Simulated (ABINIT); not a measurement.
Here is an ABINIT 10.8.3 (patched build) calculation.

File run.abi:

```
# Pseudopotentials
pp_dirpath "./"
pseudos "Pt.LDA_PW-JTH.xml, Te.LDA_PW-JTH.xml"

# Structure
acell 7.0430703122 7.0430703122 7.0430703122 Angstrom
rprim
     0.2813497578     0.1624373584     0.9457570610
    -0.2813497578     0.1624373584     0.9457570610
     0.0000000000    -0.3248747168     0.9457570610
ntypat 2
znucl 78 52
natom 4
typat 1 1 2 2
xred
     0.1296666667     0.1296666667     0.1296666667
     0.8703333333     0.8703333333     0.8703333333
     0.4020000000     0.4020000000     0.4020000000
     0.5980000000     0.5980000000     0.5980000000
chkprim 0
chksymtnons 0
tolsym 1.0e-6

# Plane-wave basis
ecut 16.0
pawecutdg 32.0
pawovlp -1

# k points
kptopt 1
ngkpt 7 7 7
nshiftk 1
shiftk 0.0 0.0 0.0

# Exchange and correlation
ixc 7

# Bands and occupations
nband 20
occopt 3
tsmear 0.05 eV

# SCF cycle
nstep 100
tolvrs 1.0e-9

# Output
iomode 3
prtwf 0
prtden 0
prteig 0
prtebands 0
enunit 1

# Relaxation
ionmov 2
ntime 60
tolmxf 0.0005
optcell 2
dilatmx 1.08
ecutsm 0.5
```

Potentials or basis: JTH PAW LDA v2.0.

The run is started by

```sh
$ abinit run.abi > log 2>&1
```

Q: Estimate the space group after relaxing (to 0.05 Å).

A: R-3m (No. 166).

Q: Estimate the relaxed cell.

A: a = 6.955 Å, b = 6.955 Å, c = 6.955 Å, α = 32.95°, β = 32.95°, γ = 32.95°.

Forces on the atoms (eV/Å):
```
Pt   0.000  0.000 -0.003
Pt   0.000  0.000  0.003
Te   0.000  0.000  0.009
Te   0.000  0.000 -0.009
```

The run has no spin-orbit coupling, so splittings on Pt, Te are missing. Zero-point motion and thermal expansion aren't in these numbers.
